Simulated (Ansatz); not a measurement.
## Molecular dynamics of Na

The input (input.yaml):

```yaml
crystal:
  lattice:
    - [8.598713, 0.0, 0.0]
    - [0.0, 8.598713, 0.0]
    - [0.0, 0.0, 8.598713]
  atoms:
    - { symbol: Na, position: [0.03318255, -0.0178289, -0.016072] }
    - { symbol: Na, position: [0.46404935, -0.00320306, -0.01892457] }
    - { symbol: Na, position: [-0.01956646, 0.52216034, 0.04088095] }
    - { symbol: Na, position: [-0.00386768, 0.01935247, 0.48029083] }
    - { symbol: Na, position: [0.27895936, 0.25424305, 0.27684903] }
    - { symbol: Na, position: [0.46078842, 0.51765798, -0.06345342] }
    - { symbol: Na, position: [0.50400717, 0.0092386, 0.55451434] }
    - { symbol: Na, position: [0.7086803, 0.29310186, 0.24314363] }
    - { symbol: Na, position: [0.03393508, 0.49252829, 0.53758811] }
    - { symbol: Na, position: [0.2723675, 0.71462875, 0.16750321] }
    - { symbol: Na, position: [0.27199547, 0.26120925, 0.76784645] }
    - { symbol: Na, position: [0.4788402, 0.48787552, 0.49528099] }
    - { symbol: Na, position: [0.7202387, 0.73909484, 0.31339338] }
    - { symbol: Na, position: [0.74595013, 0.24581038, 0.70414447] }
    - { symbol: Na, position: [0.28152181, 0.70901027, 0.7355248] }
    - { symbol: Na, position: [0.71498066, 0.72323885, 0.74743334] }
basis:
  ecutwfc: 420.0
kpoints:
  mp_grid: { grid: [2, 2, 2] }
hamiltonian:
  xc: pbe
  dispersion: d3bj
scf:
  occupations: { method: fermi_dirac, width: 0.11 }
  lower_state_search: "off"
md:
  timestep: 2
  n_steps: 120
  ensemble: nvt_langevin
  temperature: 780.0
  initial_velocities: maxwell_boltzmann
  seed: 507392
  friction: 0.005
```

Command:

```bash
$ ansatz run input.yaml --threads 2 --pin off --max-ram 5120MiB --backend cpu --events-out ev --progress --plain --runs-dir out
```

It goes on from the last frame of an earlier run, with new velocities.

Output, in part (one step line in 5):

```
md step     0: t =     0.00 fs  T =   731.3 K  F+E_penalty+E_count = -23783.85289244 eV  E_kin = 1.512342 eV  (10 SCF iters)
md step     5: t =    10.00 fs  T =   809.6 K  F+E_penalty+E_count = -23783.79406132 eV  E_kin = 1.674440 eV  (5 SCF iters)
md step    10: t =    20.00 fs  T =   716.9 K  F+E_penalty+E_count = -23783.71670404 eV  E_kin = 1.482600 eV  (7 SCF iters)
md step    15: t =    30.00 fs  T =   736.2 K  F+E_penalty+E_count = -23783.65884427 eV  E_kin = 1.522560 eV  (5 SCF iters)
md step    20: t =    40.00 fs  T =   723.8 K  F+E_penalty+E_count = -23783.63383816 eV  E_kin = 1.496899 eV  (7 SCF iters)
md step    25: t =    50.00 fs  T =   713.7 K  F+E_penalty+E_count = -23783.60125872 eV  E_kin = 1.476053 eV  (5 SCF iters)
md step    30: t =    60.00 fs  T =   693.0 K  F+E_penalty+E_count = -23783.57200469 eV  E_kin = 1.433261 eV  (7 SCF iters)
md step    35: t =    70.00 fs  T =   626.7 K  F+E_penalty+E_count = -23783.55103240 eV  E_kin = 1.296202 eV  (5 SCF iters)
md step    40: t =    80.00 fs  T =   593.4 K  F+E_penalty+E_count = -23783.57278651 eV  E_kin = 1.227330 eV  (7 SCF iters)
md step    45: t =    90.00 fs  T =   629.8 K  F+E_penalty+E_count = -23783.60966560 eV  E_kin = 1.302455 eV  (5 SCF iters)
md step    50: t =   100.00 fs  T =   602.8 K  F+E_penalty+E_count = -23783.60415029 eV  E_kin = 1.246635 eV  (7 SCF iters)
md step    55: t =   110.00 fs  T =   674.2 K  F+E_penalty+E_count = -23783.56116947 eV  E_kin = 1.394288 eV  (5 SCF iters)
md step    60: t =   120.00 fs  T =   729.8 K  F+E_penalty+E_count = -23783.54797223 eV  E_kin = 1.509381 eV  (7 SCF iters)
md step    65: t =   130.00 fs  T =   654.0 K  F+E_penalty+E_count = -23783.57643694 eV  E_kin = 1.352554 eV  (5 SCF iters)
md step    70: t =   140.00 fs  T =   682.0 K  F+E_penalty+E_count = -23783.62917328 eV  E_kin = 1.410451 eV  (7 SCF iters)
md step    75: t =   150.00 fs  T =   714.4 K  F+E_penalty+E_count = -23783.72059903 eV  E_kin = 1.477442 eV  (5 SCF iters)
md step    80: t =   160.00 fs  T =   657.7 K  F+E_penalty+E_count = -23783.79666020 eV  E_kin = 1.360284 eV  (7 SCF iters)
md step    85: t =   170.00 fs  T =   513.3 K  F+E_penalty+E_count = -23783.87584658 eV  E_kin = 1.061646 eV  (5 SCF iters)
md step    90: t =   180.00 fs  T =   478.3 K  F+E_penalty+E_count = -23783.94706979 eV  E_kin = 0.989276 eV  (7 SCF iters)
md step    95: t =   190.00 fs  T =   468.3 K  F+E_penalty+E_count = -23784.01853331 eV  E_kin = 0.968620 eV  (6 SCF iters)
md step   100: t =   200.00 fs  T =   565.4 K  F+E_penalty+E_count = -23784.10211622 eV  E_kin = 1.169280 eV  (7 SCF iters)
md step   105: t =   210.00 fs  T =   752.8 K  F+E_penalty+E_count = -23784.14320778 eV  E_kin = 1.557008 eV  (5 SCF iters)
md step   110: t =   220.00 fs  T =   657.0 K  F+E_penalty+E_count = -23784.12343592 eV  E_kin = 1.358741 eV  (7 SCF iters)
md step   115: t =   230.00 fs  T =   679.6 K  F+E_penalty+E_count = -23784.04608097 eV  E_kin = 1.405565 eV  (5 SCF iters)
md step   120: t =   240.00 fs  T =   681.9 K  F+E_penalty+E_count = -23783.91989860 eV  E_kin = 1.410368 eV  (7 SCF iters)
```

All steps were run. The mean temperature of the second half is 21 % below the set value. A run of 0.24 ps of so small a system gives no equilibrium averages. Limits of this set-up: coarse k mesh.

Mean squared displacements from the first frame to the last, about the centre of mass: Na 0.63 Å².

Last frame:

```xyz
16
Lattice="8.5987 0.0000 0.0000 0.0000 8.5987 0.0000 0.0000 0.0000 8.5987" Properties=species:S:1:pos:R:3
Na 0.393 -0.264 0.558
Na 4.674 -0.637 0.485
Na -0.257 3.838 -0.315
Na 0.036 0.027 4.217
Na 2.186 2.472 2.246
Na 4.637 4.486 -0.435
Na 3.631 -0.343 4.601
Na 6.178 1.323 2.541
Na -0.759 3.668 4.397
Na 2.147 6.008 1.951
Na 2.159 1.901 6.560
Na 3.815 4.344 4.442
Na 7.172 6.098 2.285
Na 6.058 1.547 6.739
Na 1.923 5.944 7.147
Na 6.843 6.678 6.106
```

The run took 30 min on 2 CPU threads of a shared host.
